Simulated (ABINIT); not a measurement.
# ZnS (Wurtzite-2H) (P6_3mc) in ABINIT: further runs

The runs below take ZnS (Wurtzite-2H) through single point, with BLYP, AM05, r2SCAN.

All numbers are computed with ABINIT 10.8.3 (patched build); they aren't measurements. Logs are shortened: lines on timing, memory, paths and dates and some standing lists are left out, and cuts for length are marked. The log counts tension as positive stress, the text compression.

**The experiment to reproduce.**

From a printed reference work, monograph, for a bulk crystal of ZnS at 4 K: band gap 3.911 eV (direct).

The results are compared with them further down.

### Step 1. The structure

The structure is hexagonal, space group P6_3mc (No. 186). Conventional cell: a = 3.811 Å, b = 3.811 Å, c = 6.234 Å, α = 90.00°, β = 90.00°, γ = 120.00°. Zn (site symmetry 3m) is surrounded by 4 S at 2.31 to 2.40 Å. Around S (site symmetry 3m) lie 4 Zn at 2.31 to 2.40 Å.

### Step 2. Single point, BLYP

The input, run.abi:

```
# Pseudopotentials
pp_dirpath "./"
pseudos "Zn.GGA_PBE-JTH.xml, S.GGA_PBE-JTH.xml"

# Structure
acell 3*1.0 Angstrom
rprim
     3.8110000000     0.0000000000     0.0000000000
    -1.9055000000     3.3004228138     0.0000000000
     0.0000000000     0.0000000000     6.2340000000
ntypat 2
znucl 30 16
natom 4
typat 1 1 2 2
xred
     0.6666666667     0.3333333333     0.5000000000
     0.3333333333     0.6666666667     0.0000000000
     0.6666666667     0.3333333333     0.8850000000
     0.3333333333     0.6666666667     0.3850000000

# Plane-wave basis
ecut 26.0
pawecutdg 48.0
pawxcdev 0

# k points
kptopt 1
ngkpt 8 8 5
nshiftk 1
shiftk 0.0 0.0 0.0

# Exchange and correlation
ixc -106131

# Bands and occupations
nband 22
occopt 3
tsmear 0.05 eV

# SCF cycle
nstep 100
tolvrs 1.0e-9

# Output
iomode 3
prtwf 0
prtden 0
prteig 0
prtebands 0
```

Potentials or basis: JTH PAW PBE v2.0.

On the command line:

```
$ abinit run.abi > log 2>&1
```

run.abo:

```text
.Version 10.8.3 of ABINIT
 Symmetries : space group P6_3 m c (#186); Bravais hP (primitive hexag.)
================================================================================
 Values of the parameters that define the memory need of the present run
     intxc =       0    ionmov =       0      iscf =      17    lmnmax =      18
     lnmax =       6     mgfft =      60  mpssoang =       3    mqgrid =    3675
     natom =       4  nloc_mem =       2    nspden =       1   nspinor =       1
    nsppol =       1      nsym =      12    n1xccc =       1    ntypat =       2
    occopt =       3   xclevel =       2
       mpw =        3365          nfft =       77760          nkpt =          30
 PAW method is used; the additional fine FFT grid is defined by:
   mgfftf=        75    nfftf =    172800
================================================================================
================================================================================

--------------------------------------------------------------------------------
------------- Echo of variables that govern the present computation ------------
--------------------------------------------------------------------------------
 -outvars: echo values of preprocessed input variables --------
            acell      1.8897261259E+00  1.8897261259E+00  1.8897261259E+00 Bohr
              amu      6.53900000E+01  3.20660000E+01
             ecut      2.60000000E+01 Hartree
              ixc     -106131
         kptrlatt        8    0    0      0    8    0      0    0    5
          kptrlen      5.76139701E+01
            natom           4
            nband          22
            ngfft          36      36      60
          ngfftdg          48      48      75
             nkpt          30
            nstep         100
             nsym          12
           ntypat           2
           occopt           3
        pawecutdg      4.80000000E+01 Hartree
         pawxcdev           0
           prtden           0
        prtebands           0
           prteig           0
            prtwf           0
            rprim      3.8110000000E+00  0.0000000000E+00  0.0000000000E+00
                      -1.9055000000E+00  3.3004228138E+00  0.0000000000E+00
                       0.0000000000E+00  0.0000000000E+00  6.2340000000E+00
          spgroup         186
           tolvrs      1.00000000E-09
           tsmear      1.83746611E-03 Hartree
            typat      1  1  2  2
           useylm           1
           xangst      1.9055000000E+00  1.1001409379E+00  3.1170000000E+00
                      -1.2540273692E-16  2.2002818759E+00  0.0000000000E+00
                       1.9055000000E+00  1.1001409379E+00  5.5170900000E+00
                      -1.2540273692E-16  2.2002818759E+00  2.4000900000E+00
            xcart      3.6008731329E+00  2.0789650726E+00  5.8902763345E+00
                      -2.3697682822E-16  4.1579301452E+00  0.0000000000E+00
[... 172 lines left out ...]
    2     -0.00000000000000    -0.00000000000000     0.33883382937112
    3      0.00000000000000     0.00000000000000    -0.33883382937112
    4     -0.00000000000000    -0.00000000000000    -0.33883382937112
 frms,max,avg= 1.9562580E-01 3.3883383E-01   0.000E+00  0.000E+00 -1.234E-03 e/A
 length scales=  1.889726125908  1.889726125908  1.889726125908 bohr
              =  1.000000000000  1.000000000000  1.000000000000 angstroms
 Fermi (or HOMO) energy (hartree) =   0.25322   Average Vxc (hartree)=  -0.32423
 Eigenvalues (hartree) for nkpt=  30  k points:
 kpt#   1, nband= 22, wtk=  0.00313, kpt=  0.0000  0.0000  0.0000 (reduced coord)
  -0.27297   -0.23970   -0.02629   -0.02629   -0.02392   -0.02392   -0.02378   -0.00922
  -0.00922   -0.00644   -0.00644   -0.00028    0.02318    0.18003    0.18003    0.21064
   0.21064    0.21109    0.29280    0.32085    0.44398    0.44398
      occupation numbers for kpt#   1
   2.00000    2.00000    2.00000    2.00000    2.00000    2.00000    2.00000    2.00000
   2.00000    2.00000    2.00000    2.00000    2.00000    2.00000    2.00000    2.00000
   2.00000    2.00000    0.00000    0.00000    0.00000    0.00000
 prteigrs : prtvol=0 or 1, do not print more k-points.

--- !EnergyTerms
iteration_state     : {dtset: 1, }
comment             : Components of total free energy in Hartree
kinetic             :  2.22924162545569E+01
hartree             :  4.26184532639942E+01
xc                  : -1.07922126623311E+01
Ewald energy        : -9.21733054745124E+01
psp_core            :  1.56215135973054E+00
local_psp           : -1.49271199632941E+02
PAW spherical_terms :  3.64877478749117E+01
internal            : -1.49275949016591E+02
'-kT*entropy'       : -2.34463814256534E-13
total_energy        : -1.49275949016592E+02
total_energy_eV     : -4.06200550592584E+03
...

--- !EnergyTermsDC
iteration_state     : {dtset: 1, }
comment             : '"Double-counting" decomposition of free energy'
band_energy         :  2.26267115002476E-01
Ewald energy        : -9.21733054745124E+01
psp_core            :  1.56215135973054E+00
xc_dc               : -4.17338087556483E+01
PAW spherical_terms : -1.71572577490610E+01
internal            : -1.49275953504489E+02
'-kT*entropy'       : -2.34463814256534E-13
total_energy_dc     : -1.49275953504489E+02
total_energy_dc_eV  : -4.06200562804775E+03
...

--- !EnergyTermsWithPAWCore
iteration_state     : {dtset: 1, }
comment             : 'Components of total free energy, including PAW core contributions'
Total energy        : -4.39166267107986E+03
Total energy DC     : -4.39166267556776E+03
Total energy (eV)   : -1.19503229204811E+05
Total energy DC (eV): -1.19503229326933E+05
...

 Cartesian components of stress tensor (hartree/bohr^3)
  sigma(1 1)= -2.37359695E-04  sigma(3 2)=  0.00000000E+00
  sigma(2 2)= -2.37359695E-04  sigma(3 1)=  0.00000000E+00
  sigma(3 3)= -1.68820557E-04  sigma(2 1)=  0.00000000E+00

-Cartesian components of stress tensor (GPa)         [Pressure=  6.3112E+00 GPa]
- sigma(1 1)= -6.98336332E+00  sigma(3 2)=  0.00000000E+00
- sigma(2 2)= -6.98336332E+00  sigma(3 1)=  0.00000000E+00
- sigma(3 3)= -4.96687228E+00  sigma(2 1)=  0.00000000E+00

== END DATASET(S) ==============================================================
================================================================================

 -outvars: echo values of variables after computation  --------
            acell      1.8897261259E+00  1.8897261259E+00  1.8897261259E+00 Bohr
           etotal     -1.4927595350E+02
            fcart     -0.0000000000E+00 -0.0000000000E+00  6.5892688834E-03
                      -0.0000000000E+00 -0.0000000000E+00  6.5892688834E-03
                       7.4777564323E-29  4.3172846891E-29 -6.5892688834E-03
                      -7.4777564323E-29 -4.3172846891E-29 -6.5892688834E-03
            rprim      3.8110000000E+00  0.0000000000E+00  0.0000000000E+00
                      -1.9055000000E+00  3.3004228138E+00  0.0000000000E+00
                       0.0000000000E+00  0.0000000000E+00  6.2340000000E+00
           strten     -2.3735969470E-04 -2.3735969466E-04 -1.6882055735E-04
                       0.0000000000E+00  0.0000000000E+00  0.0000000000E+00
           xangst      1.9055000000E+00  1.1001409379E+00  3.1170000000E+00
                      -1.2540273692E-16  2.2002818759E+00  0.0000000000E+00
                       1.9055000000E+00  1.1001409379E+00  5.5170900000E+00
                      -1.2540273692E-16  2.2002818759E+00  2.4000900000E+00
             xred      6.6666666667E-01  3.3333333333E-01  5.0000000000E-01
                       3.3333333333E-01  6.6666666667E-01  0.0000000000E+00
                       6.6666666667E-01  3.3333333333E-01  8.8500000000E-01
                       3.3333333333E-01  6.6666666667E-01  3.8500000000E-01
 Calculation completed.
```

Wall time 2.6 min (1 thread of Arm Neoverse V2, shared host); peak memory 0.19 GiB.

What came out:

```
Free energy                                           : -4062.0056 eV
Pressure                                              : 6.3 GPa
Largest force                                         : 0.339 eV/Å
Band gap on the k mesh                                : 2.22 eV, direct
Valence electrons inside the program's atomic spheres : Zn 10.82; S 3.65, 3.64
```

Forces on the atoms (eV/Å):
```
Zn   0.000  0.000  0.339
Zn   0.000  0.000  0.339
S    0.000  0.000 -0.339
S    0.000  0.000 -0.339
```

Caveat: the PAW data sets were made with another functional, which shifts forces and pressure a little.

[end of part 1 of 2]
